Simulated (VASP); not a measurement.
# ZnSe (F-43m): a series in biaxial strain in the (001) plane, part 2 of 2

How do the elastic response and the band edges of ZnSe follow biaxial strain in the (001) plane?

VASP 6.6.1, plane waves and PAW; the level of theory is named at each step.

So far: Set-up; Relax the crystal, LDA; Strain along the normal, LDA; Band edges, HSE06.

### 5. All members

Hybrid runs start from orbitals of a short LDA run, not shown.

Runs beyond LDA use the data sets made with LDA; this shifts their levels slightly, and their total energies have another zero.

The other members went through these steps as far as the tables show, with the same cutoff and, step by step, the same mesh; 42 runs are not shown. The session took 1.9 core hours (wall time by ranks) on a shared machine.

```
in-plane strain (%)  strain along the normal (%)  in-plane stress, tension positive (GPa)  energy above the unstrained row (meV/atom)  gap on the mesh, LDA (eV)
             -2.000                        2.396                                   -1.812                                       5.018                      1.276
             -1.500                        1.804                                   -1.339                                       2.820                      1.276
             -1.000                        1.207                                   -0.878                                       1.280                      1.276
             -0.500                        0.608                                   -0.432                                       0.344                      1.276
                  0                        0.000                                   -0.004                                       0.000                      1.274
              0.500                       -0.605                                    0.416                                       0.227                      1.229
              1.000                       -1.217                                    0.822                                       1.016                      1.186
              1.500                       -1.835                                    1.213                                       2.338                      1.143
              2.000                       -2.459                                    1.592                                       4.183                      1.102
```

Slopes at zero strain, from cubics through all rows: strain ratio -1.212, stress over strain 85 GPa. For a cubic crystal strained in (001) the ratio is −2C₁₂/C₁₁.

Band edges at HSE06, counted from the valence-band top at Γ, with one row partly withheld:

```
in-plane strain (%)  gap (eV)  conduction band at Γ (eV)  Δ or X valley along z (eV)  Δ or X valley along x (eV)  lowest conduction level at L, [111] (eV)  lowest conduction level at L, [-111] (eV)  second valence level below the top (eV)  third valence level below the top (eV)
             -2.000     2.663                      2.663                       3.829                       3.592                                     3.717                                      3.717                                    0.000                                   0.193
             -1.500         ?                          ?                       3.812                       3.637                                     3.739                                      3.739                                    0.000                                   0.141
             -1.000     2.662                      2.662                       3.797                       3.681                                     3.756                                      3.756                                    0.000                                   0.092
             -0.500     2.659                      2.660                       3.782                       3.725                                     3.769                                      3.769                                    0.000                                   0.045
                  0     2.656                      2.656                       3.768                       3.768                                     3.778                                      3.778                                    0.000                                   0.000
              0.500     2.609                      2.609                       3.713                       3.768                                     3.740                                      3.740                                    0.043                                   0.043
              1.000     2.563                      2.563                       3.660                       3.770                                     3.700                                      3.700                                    0.083                                   0.083
              1.500     2.518                      2.519                       3.610                       3.772                                     3.659                                      3.659                                    0.122                                   0.122
              2.000     2.475                      2.475                       3.563                       3.776                                     3.616                                      3.616                                    0.159                                   0.159
```

Conduction masses, in electron masses:

```
in-plane strain (%)  conduction mass at Γ, along the strain axis or the normal of the plane  conduction mass at Γ, across the strain axis or in the plane
             -2.000                                                                   0.139                                                         0.140
             -1.500                                                                   0.139                                                         0.139
             -1.000                                                                   0.138                                                         0.139
             -0.500                                                                   0.139                                                         0.139
                  0                                                                   0.138                                                         0.138
              0.500                                                                   0.137                                                         0.137
              1.000                                                                   0.138                                                         0.137
              1.500                                                                   0.137                                                         0.137
              2.000                                                                   0.137                                                         0.136
```

### 6. A fit to the known rows

The quantity to fit is the conduction level at Γ above the mean of the three top valence levels at HSE06: 2.727, 2.692, 2.675, 2.656, 2.638, 2.619, 2.600, 2.581 eV in the rows shown.

A least-squares parabola through the 8 rows shown, with e the strain in %: E = − 6.02e-4 e² − 0.03662 e + 2.656 (eV), r.m.s. residual 1.0e-4 eV.

For the withheld row, e = -1.5, the fit gives 2.7100 eV.

### 7. The withheld row

The calculation gives 2.7100 eV, so the prediction is right to the last digit shown.

### 8. Outcome

| Property | Result |
| --- | --- |
| ratio of normal to in-plane strain | -1.212 |
| biaxial modulus | 85 GPa |
| gap of the unstrained cell, HSE06 | 2.66 eV |
| slope at zero strain of the conduction level at Γ above the mean of the three top valence levels, HSE06 | -37 meV per % |
| error of the predicted row | 0.0 meV |
| valence shear potential \|b\|, HSE06 | 1.32 eV |

As a check, the curvature of the energy gives 85 GPa for the same modulus (energy per volume = M × strain²), 0 % from the slope of the stress. At HSE06 the lowest conduction valley is Γ throughout, and the gap runs between 2.47 and 2.66 eV. Without spin-orbit coupling the three valence levels split by 3|b| times the difference of the strains; the rows within 1 % give |b| = 1.32 eV. Hole masses are left out throughout, since the top bands are degenerate or cross in many series; of conduction masses, those of the Γ, L and (for Si and Ge under (001) strain) Δ valleys are kept where they change by under an eighth between rows. HSE06 ran on a coarser mesh than the semilocal levels. Spin-orbit coupling is left out at HSE06, so the valence splittings there lack it. Δ or X levels are the lowest on their line, refined by a parabola unless they lie at X; the gap is read from all points sampled and can differ from the lowest valley by some meV, or by tens of meV where strain moves the valence top off Γ. Temperature, zero-point motion and excitons are left out.

[Lines on the potential files, build, host, timing and source positions are cut from VASP's logs without a mark.]

[Logs are printed without paths, hosts, clocks, repeated set-up lines and the standing remarks that a program may print on its own settings, such as how far it seeks lower states.]

[Hosts, paths, dates, database ids (printed as entryN), source tags and the programs' standing remarks are cut or masked in the printed files.]

[In band tables of VASP the shares of atoms and orbitals are scaled to a sum of 1 inside the atoms' spheres.]
